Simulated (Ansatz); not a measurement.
**Every step of a relaxation of Ag (omega type)**

DFT, PBE, PAW with Ansatz's default frozen-core files, scalar-relativistic (Ansatz 0.2.0); a Γ-centred 8×8×11 k mesh, Fermi–Dirac smearing of 0.05 eV, no spin polarisation. The run relaxes cell and atoms at a target pressure of 15 GPa.

Command: `ansatz run input.yaml --threads 1 --pin off --max-ram 3584MiB --backend cpu --events-out ev --progress --plain --runs-dir out` It took 25 s on 1 thread of Intel(R) Xeon(R) Platinum 8488C (Sapphire Rapids) (shared host), peak memory 0.42 GiB.

PAW: frozen-core files, cutoff 420 eV; forces are relaxed below 0.005 eV/Å.

Each step lists its enthalpy F + pV a cell above the last geometry, the pressure, the cell vectors (Å), and Cartesian positions (Å) with forces (eV/Å).

The first step:

```
step 1  dH = 39.16 meV  P = 18.98 GPa
  cell 4.4535 0.0000 0.0000  -2.2267 3.8568 0.0000  0.0000 0.0000 2.7611
  Ag 0.0000 0.0000 0.0000   0.0000 0.0000 0.0000
  Ag 0.0000 2.5712 1.3806   0.0000 0.0000 0.0000
  Ag 2.2267 1.2856 1.3806   0.0000 0.0000 0.0000
```

**Question.** Where does the relaxation end, and by which steps?

**Answer.** After 4 geometries, with conventional a, b, c = 4.540, 4.540, 2.715 Å, at 16.150 Å³/atom (+2.16 % against the start) in space group P6/mmm, with a shortest distance of 2.621 Å. The further steps:
```
step 2  dH = 9.86 meV  P = 11.93 GPa
  cell 4.5715 0.0000 0.0000  -2.2858 3.9590 0.0000  0.0000 0.0000 2.7299
  Ag 0.0000 0.0000 0.0000   0.0000 0.0000 0.0000
  Ag 0.0000 2.6394 1.3650   0.0000 0.0000 0.0000
  Ag 2.2858 1.3197 1.3650   0.0000 0.0000 0.0000
step 3  dH = 0.28 meV  P = 14.55 GPa
  cell 4.5422 0.0000 0.0000  -2.2711 3.9337 0.0000  0.0000 0.0000 2.7191
  Ag 0.0000 0.0000 0.0000   0.0000 0.0000 0.0000
  Ag 0.0000 2.6224 1.3596   0.0000 0.0000 0.0000
  Ag 2.2711 1.3112 1.3596   0.0000 0.0000 0.0000
step 4  dH = 0.00 meV  P = 15.00 GPa
  cell 4.5398 0.0000 0.0000  -2.2699 3.9316 0.0000  0.0000 0.0000 2.7146
  Ag 0.0000 0.0000 0.0000   0.0000 0.0000 0.0000
  Ag 0.0000 2.6210 1.3573   0.0000 0.0000 0.0000
  Ag 2.2699 1.3105 1.3573   0.0000 0.0000 0.0000
step 5  dH = -0.45 meV  P = 14.99 GPa  (same geometry on a basis chosen anew; earlier energies don't compare to the last digit)
  cell 4.5398 0.0000 0.0000  -2.2699 3.9316 0.0000  0.0000 0.0000 2.7146
  Ag 0.0000 0.0000 0.0000   0.0000 0.0000 0.0000
  Ag 0.0000 2.6210 1.3573   0.0000 0.0000 0.0000
  Ag 2.2699 1.3105 1.3573   0.0000 0.0000 0.0000
```
